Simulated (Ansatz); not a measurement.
**¹²¹Sb nuclear quadrupole resonance in InSb under strain**

Cell: a structure deposited in the COD, relaxed with PBE at fixed cell and then changed (z stretched by 2 %, ions relaxed).

```yaml
crystal:
  lattice:
    - [5.35700, 0.00000, 0.00000]
    - [0.00000, 5.71200, 0.00000]
    - [0.00000, 0.00000, 3.12426]
  atoms:
    - { symbol: In, position: [0.00000, 0.00000, 0.14243] }
    - { symbol: In, position: [0.50000, 0.50000, 0.85757] }
    - { symbol: Sb, position: [0.50000, 0.00000, 0.69715] }
    - { symbol: Sb, position: [0.00000, 0.50000, 0.30285] }
```

Atom numbers follow the list; atoms alike are taken as one site, whose name carries the number of the first.

All values are calculated (Ansatz; DFT, PBE, plane waves and PAW, scalar-relativistic, 420 eV cutoff, Γ-centred 9×8×15 k-points, Fermi–Dirac smearing 0.05 eV), not measured.

¹²¹Sb: I = 5/2, Q = -543.0 mb (year-2017 value). Static lattice, zero field.

(1) At which frequencies do the ¹²¹Sb NQR lines lie?

(2) And for Sb-123 (I = 7/2, Q = -692.0 mb) on Sb?

Results:

(1) For I = 5/2 and η = 0 the lines are 3|C_Q|/20 and twice that; η pulls their ratio below 2. At large η the states mix, and weaker lines appear at sums of the main ones; lines under 5 % of the strongest are left out.

| site | atoms | V_zz (10²¹ V/m²) | C_Q (MHz) | η | line frequencies (MHz) |
| --- | --- | --- | --- | --- | --- |
| Sb | 3, 4 | 11.80 | -155 | 0.84 | 36.7, 42.1, 78.8 |

(2) C_Q scales with Q to -198 MHz, with lines at 25.8, 33.1, 39.2 MHz.

The run finds no gap above 0.1 eV (a metal, or nearly one), so the gradients can move by 10 % or more with the k-mesh. Without spin–orbit coupling (the program notes it for In and Sb) the gradients can shift somewhat, as the gap is small. With these PAW files V_zz is typically within 2 to 3 % of all-electron values, but misses above 10 % occur on Sb. At this changed cell the PBE pressure is 11 GPa.
